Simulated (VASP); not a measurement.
Se under changes of volume

One of the cells (27.806 Å³/atom); the others are scaled copies at fixed shape and fractional positions:

```
CELL_PARAMETERS angstrom
4.39512 0.00000 0.00000
-2.19756 3.80628 0.00000
0.00000 0.00000 4.98641
ATOMIC_POSITIONS crystal
Se 0.77460 0.77460 0.00000
Se 0.00000 0.22540 0.66667
Se 0.22540 0.00000 0.33333
```

| Item | Value |
| --- | --- |
| Program | VASP 6.6.1 |
| Functional | PBEsol |
| Potentials or basis | VASP PAW PBE potentials, release 64 (Se) |
| Cutoff | 520 eV |
| k mesh | 7 × 7 × 6 |
| Occupations | fermi-dirac, width 0.05 eV |
| Spin | no spin polarisation |

| volume (Å³/atom) | energy over the lowest point (meV/atom) | pressure (GPa) | gap on the mesh (eV) | largest force (eV/Å) |
| --- | --- | --- | --- | --- |
| 25.625 | 22.93 | 4.5 | 1.07 | 1.043 |
| 26.170 | ? | ? | ? | ? |
| 26.716 | 2.63 | 1.6 | 1.12 | 0.553 |
| 27.806 | 0.00 | -0.7 | 1.15 | 0.128 |
| 28.351 | 4.21 | -1.7 | 1.13 | 0.063 |
| 28.896 | 11.60 | -2.6 | 1.11 | 0.241 |

**Question.** What does the run at 26.170 Å³/atom give?

**Answer.** Energy over the lowest point 10.32 meV/atom; pressure 3.0 GPa; gap on the mesh 1.10 eV; largest force 0.789 eV/Å.

Worked out: A Birch-Murnaghan fit of order 3 (a polynomial in V^(-2/3)) to the other rows has its minimum at 27.44 Å³/atom with B0 = V·E''(V) = 56 GPa and B' = 4.4 at fixed shape and positions, which overstates the stiffness. It gives 10.33 meV/atom at 26.170 Å³/atom, against the run's 10.32, and -dE/dV = 3.0 GPa, against 3.0. A parabola through the other rows of the gap, of slope 1.44 eV per unit of ln V there, gives 1.10 eV, against the run's 1.10.

Energies are extrapolated to zero smearing.

Caveats: the PAW data sets were made with another functional, which shifts forces and pressure a little; an odd mesh through Γ misses points on the zone boundary, where band edges often lie. Spin-orbit coupling on Se is left out.
